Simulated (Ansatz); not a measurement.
# RbBr: what symmetry allows forces and stress to be

```xyz
2
Lattice="0.0000 3.4275 3.4275 3.4275 0.0000 3.4275 3.4275 3.4275 0.0000" Properties=species:S:1:pos:R:3 pbc="T T T"
Rb    0.0000    0.0000    0.0000
Br    3.4275    3.5775    3.4275
```

These are results of DFT PBEsol, scalar-relativistic, plane waves, PAW in Ansatz, not measurements.

Plane waves to 420 eV, a k mesh through Γ of 6×6×6 on the computed 2-atom cell and Gaussian smearing (0.02 eV); no spin polarisation.

This distorted cell has space group I4mm, with 8 operations.

Without a calculation: in which directions can each atom feel a force?

A force must be left unchanged by every operation that keeps its atom in place, so it lies in the space that those operations leave fixed. Atoms that the group maps onto each other feel forces of one size.
```csv
atom,site symmetry,operations at the site,equivalent to atom,allowed force (Cartesian)
Rb1,4mm,8,1,"along (0.00, 1.00, 0.00)"
Br2,4mm,8,2,"along (0.00, 1.00, 0.00)"
```

That leaves 2 independent force components of 6, tied by 1 condition that the forces sum to zero, so 1 remains. A relaxation in this cell that keeps the symmetry moves the atoms in these directions alone.

And the stress tensor?

It must be invariant under the point group, which leaves 2 independent components: yz, xz, xy vanish; xx = zz.

Do the computed values obey this?

Yes. Forces (eV/Å):
```
Rb1  0.000  0.173  0.000
Br2  0.000 -0.173  0.000
```

Stress (GPa, compression positive, xx yy zz yz xz xy): -0.09 0.31 -0.09 0.00 0.00 0.00. The program imposes the same operations on density, forces and stress, so this confirms the analysis and is no independent test of the calculation.